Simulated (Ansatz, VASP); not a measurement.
Two plane-wave programs on AlN

The input INCAR:

```
  PREC = Accurate
  ENCUT = 520
  EDIFF = 1E-6
  ISMEAR = 0
  SIGMA = 0.05
  LREAL = F
  LASPH = T
  NELM = 60
  ALGO = Normal
  ISIF = 2
  LWAVE = F
  LCHARG = F
  GGA = PE
  NBANDS = 26
```

The input KPOINTS:

```
regular mesh
0
Gamma
  6 6 6
```

The input POSCAR:

```
AlN
1.0
    4.4031742088      0.0000000000      0.0000000000
    0.0000000000     -4.4031742088      0.0000000000
    0.0000000000      0.0000000000     -4.4031742088
Al N
4 4
Direct
    0.0000000000      0.0000000000      0.0000000000
    0.5000000000      0.5000000000      0.0000000000
    0.5000000000      0.0000000000      0.5000000000
    0.0000000000      0.5000000000      0.5000000000
    0.7500000000      0.7500000000      0.6989005001
    0.2500000000      0.2500000000      0.7500000000
    0.2500000000      0.7500000000      0.2500000000
    0.7500000000      0.2500000000      0.2500000000
```

Input for Ansatz:

```yaml
crystal:
  lattice:
    - [4.4031742011, 0.0, 0.0]
    - [0.0, -4.4031742011, 0.0]
    - [0.0, 0.0, -4.4031742011]
  atoms:
    - { symbol: Al, position: [0.5, 0.5, 1.0] }
    - { symbol: Al, position: [0.0, 0.0, 1.0] }
    - { symbol: Al, position: [0.0, 0.5, 0.5] }
    - { symbol: Al, position: [0.5, 0.0, 0.5] }
    - { symbol: "N", position: [0.75, 0.75, 0.6989005] }
    - { symbol: "N", position: [0.25, 0.25, 0.75] }
    - { symbol: "N", position: [0.25, 0.75, 0.25] }
    - { symbol: "N", position: [0.75, 0.25, 0.25] }
basis:
  ecutwfc: 420
kpoints:
  mp_grid: { grid: [6, 6, 6] }
hamiltonian:
  xc: pbe
scf:
  occupations: { method: gaussian, width: 0.05 }
output:
  forces: true
  stress: true
  eigenvalues: true
```

Alike in both runs: task single point; functional PBE; k mesh 6 × 6 × 6; occupations gaussian, width 0.05 eV; no spin polarisation.

|  | VASP | Ansatz |
| --- | --- | --- |
| version | VASP 6.6.1 | Ansatz 0.2.0 |
| potentials or method | VASP PAW PBE potentials, release 64 (Al, N) | scalar-relativistic, plane waves, PAW |
| plane-wave cutoff (eV) | 520 | 420 |
| valence electrons in the cell | 32 | 32 |

|  | VASP | Ansatz | Ansatz less VASP |
| --- | --- | --- | --- |
| gap on the k mesh at the Fermi level (eV) | 3.10 | 3.11 | +0.008 |
| least direct gap on the mesh (eV) | 3.10 | 3.11 | +0.008 |
| pressure (GPa) | 1.4 | 1.6 | +0.25 |
| largest component of the traceless stress (GPa) | 3.68 | 3.66 | -0.023 |
| rms of the force components (eV/Å) | 0.967 | 0.963 | -0.0039 |

Caveats: forces of over 1 eV/Å show positions far from the minimum, so gaps and moduli don't describe the material at rest. A k mesh can miss the band edges.
